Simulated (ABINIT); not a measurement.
# CdSe: single point with LDA

Crystal: CdSe.

```xyz
2
Lattice="0.0000 2.7835 2.7835 2.7835 0.0000 2.7835 2.7835 2.7835 0.0000" Properties=species:S:1:pos:R:3 pbc="T T T"
Cd    0.0000    0.0000    0.0000
Se    2.7835    2.7835    2.7835
```

Measurements of this composition are mostly on another form, of space group No. 186.

The cell isn't the ideal one: cell relaxed.

| Quantity | Value |
| --- | --- |
| Program | ABINIT 10.8.3 (patched build) |
| Task | single point |
| Functional | LDA |
| Potentials or basis | JTH PAW LDA v2.0 |
| Cutoff | 599 eV |
| k mesh | 6 × 6 × 6 |
| Occupations | fermi-dirac, width 0.05 eV |
| Spin | spin-orbit coupling, no magnetisation |
| Fine-grid cutoff | 1197.3 eV |

```yaml
Pressure: 0.0 GPa
Band_gap_on_the_k_mesh: none (metal or under the smearing width)
Valence_electrons_inside_the_program's_atomic_spheres: Cd 10.41; Se 3.99
```

Levels at points of the mesh, in eV from the Fermi level:
| k point | band 16 | band 17 | band 18 | band 19 | band 20 | band 21 |
| --- | --- | --- | --- | --- | --- | --- |
| (0.00, 0.00, 0.00) | -0.75 | -0.75 | -0.75 | 0.11 | 0.11 | 8.64 |
| (0.50, 0.00, 0.00) | -0.23 | 0.01 | 0.01 | 2.67 | 2.67 | 4.84 |
| (0.50, 0.50, 0.00) | -2.70 | -2.42 | -2.42 | -0.81 | -0.81 | 5.22 |

Run time: 71 s on 4 MPI ranks on AMD EPYC 7571, with other jobs on the host, peak memory 0.4 GiB a rank.
